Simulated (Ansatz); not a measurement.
Runs of Ansatz 0.2.0 on TaS2. Symmetry: P-3m1, No. 164, trigonal system. The conventional cell has a = 3.350 Å, b = 3.350 Å, c = 5.860 Å, α = 90.00°, β = 90.00°, γ = 120.00°. Around Ta (site symmetry -3m) lie 6 S at 2.43 Å. S (site symmetry 3m) has 3 Ta at 2.43 Å as nearest neighbours. 

```tsv
task	level	U	cell	k mesh	cutoff (eV)	atoms under strain	points for each segment of the path	hubbard projectors	double counting	mesh quality	gap on the mesh (eV)	pressure (GPa)	largest force (eV/Å)
elastic constants	LDA	-	as given	8 × 8 × 4	420	relaxed	-	-	-	not flagged	none	-3.0	-
density of states	r2SCAN	-	as given	9 × 9 × 5	500	-	-	-	-	not flagged	none	7.8	1.00
relaxation of cell and atoms	LC-wPBE	-	relaxed	5 × 5 × 3	420	-	-	-	-	coarse	none	0.0	-
band structure	PBEsol+U	Ta d U = 6 eV	as given	9 × 9 × 5	420	-	14	ortho-atomic (the default)	fll (the default)	not flagged	none	7.8	(b)
single point	LC-wPBE	-	as given	5 × 5 × 3	420	-	-	-	-	coarse	none	4.0	(a)
```

Alike in all rows: potentials or basis Ansatz PAW; no spin polarisation; smearing fermi-dirac 0.05 eV.

Problem. Estimate the missing entries.

Solution. (a) 0.61; (b) 1.12.

Caveats: some runs use coarse meshes; the PAW data sets come from PBE, with cores solved anew for the run's functional, which leaves a small shift of forces and pressure; forces of over 1 eV/Å show positions far from the minimum, so gaps and moduli don't describe the material at rest (some runs); the cell is more than 3 GPa from zero pressure, which shifts response properties (some runs); elastic constants of metals need much finer meshes, so these are rough (some runs); the plane-wave basis is chosen anew once the cell has moved, so the energies of steps on either side of that aren't comparable (some runs); spin-orbit coupling is left out, which moves the levels of the heavy elements (some runs).

A k mesh can miss the band edges, and the runs leave out spin-orbit coupling on Ta.

A gap of «none» marks a metal or a gap under the smearing width.

Runs at the PBE level aren't shown here.
